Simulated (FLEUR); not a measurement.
**BaS under changes of volume**

One of the cells (32.576 Å³/atom); the others are scaled copies at fixed shape and fractional positions:

```xyz
2
Lattice="0.0000 3.1938 3.1938 3.1938 0.0000 3.1938 3.1938 3.1938 0.0000" Properties=species:S:1:pos:R:3 pbc="T T T"
Ba    0.0000    0.0000    0.0000
S     3.1938    3.1938    3.1938
```

- Program: FLEUR MaX-R8.1 (later development tree)
- Functional: SCAN
- Potentials or basis: all-electron
- Basis: FLAPW
- Kmax: 4.1 1/bohr
- k mesh: 7 × 7 × 7
- Occupations: fermi-dirac, width 0.05 eV
- Spin: no spin polarisation

```csv
volume (Å³/atom),energy over the lowest point (meV/atom),gap on the mesh (eV)
30.622,28.02,2.46
31.273,13.77,2.50
32.576,0.00,2.56
33.879,1.70,2.62
34.531,?,?
```

What does the run at 34.531 Å³/atom give?

Energy over the lowest point 7.49 meV/atom; gap on the mesh 2.64 eV.

Worked out: A Birch-Murnaghan fit of order 2 (a polynomial in V^(-2/3)) to the other rows has its minimum at 33.05 Å³/atom with B0 = V·E''(V) = 46 GPa. It gives 7.71 meV/atom at 34.531 Å³/atom, against the run's 7.49. A straight line through the other rows of the gap, of slope 1.56 eV per unit of ln V, extrapolates to 2.65 eV, against the run's 2.64.

Energies are extrapolated to zero smearing.

Caveats: the meta-GGA is that of a development version, with a GGA for the radial functions and cores and without core tails; spin-orbit coupling is left out, which moves the levels of the heavy elements; an odd mesh through Γ misses points on the zone boundary, where band edges often lie.
